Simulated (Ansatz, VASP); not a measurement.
# One calculation of BiTe, two programs

Contents of INCAR:

```
SYSTEM = BiTe
PREC = Accurate
ENCUT = 520
EDIFF = 1E-7
ISMEAR = 0
SIGMA = 0.15
LREAL = .False.
LASPH = .True.
NELM = 80
ALGO = Normal
ISIF = 2
LWAVE = .False.
LCHARG = .True.
LELF = .True.
LVHAR = .True.
NBANDS = 18
```

File KPOINTS:

```
Automatic mesh
0
Gamma
  12 12 12
  0 0 0
```

Contents of POSCAR:

```
BiTe
1.0
    2.3500265396      1.3567884553      3.3172919545
   -2.3500265396      1.3567884553      3.3172919545
    0.0000000000     -2.7135769105      3.3172919545
Bi Te
1 1
Direct
    0.5000000000      0.5000000000      0.5000000000
    0.0000000000      0.0000000000      0.0000000000
```

Input for Ansatz:

```yaml
crystal:
  lattice:
    - [2.3500265396, 1.3567884553, 3.3172919545]
    - [-2.3500265396, 1.3567884553, 3.3172919545]
    - [0.0, -2.7135769105, 3.3172919545]
  atoms:
    - { symbol: Bi, position: [0.5, 0.5, 0.5] }
    - { symbol: Te, position: [0.0, 0.0, 0.0] }
basis:
  ecutwfc: 420
kpoints:
  mp_grid: { grid: [12, 12, 12] }
hamiltonian:
  xc: lda
scf:
  occupations: { method: gaussian, width: 0.15 }
output:
  forces: true
  stress: true
  eigenvalues: true
```

Change from the starting cell: strain -0.030 along x and y, +0.000 along z, atoms carried along.

Alike in both runs: task single point; functional LDA; k mesh 12 × 12 × 12; occupations gaussian, width 0.15 eV; no spin polarisation.

```csv
,VASP,Ansatz
version,VASP 6.6.1,Ansatz 0.2.0
potentials or method,"VASP PAW LDA potentials, release 64 (Bi_d, Te)","scalar-relativistic, plane waves, PAW"
plane-wave cutoff (eV),520,420
valence electrons in the cell,21,31
```

```tsv
	VASP	Ansatz	Ansatz less VASP
gap on the k mesh at the Fermi level (eV)	none	none	-
pressure (GPa)	-0.2	-0.3	-0.09
largest component of the traceless stress (GPa)	0.53	0.50	-0.034
```

A gap of «none» marks a metal or a gap that the smearing closes. The two sets of potentials don't hold the same shells in valence.

Caveats: spin-orbit coupling is left out, which moves the levels of the heavy elements.
